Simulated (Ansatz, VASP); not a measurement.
# Sr: VASP beside Ansatz

```
Sr
1.0
     0.00000    3.04235    3.07277
     3.04235    0.00000    3.07277
     3.04235    3.04235    0.00000
Sr
1
Direct
  0.00000 0.00000 0.00000
```

Alike in both runs: task single point; functional PBE; k mesh 6 × 6 × 6; occupations fermi-dirac, width 0.05 eV; no spin polarisation.

|  | VASP | Ansatz |
| --- | --- | --- |
| version | VASP 6.6.1 | Ansatz 0.2.0 |
| potentials or method | VASP PAW PBE potentials, release 64 (Sr_sv) | Ansatz PAW |
| plane-wave cutoff (eV) | 520 | 420 |
| valence electrons in the cell | 10 | 10 |

|  | VASP | Ansatz | Ansatz less VASP |
| --- | --- | --- | --- |
| gap on the k mesh at the Fermi level (eV) | 0.03 | 0.03 | 0.000 |
| least direct gap on the mesh (eV) | 0.03 | 0.03 | 0.000 |
| pressure (GPa) | -0.4 | -0.4 | 0.00 |
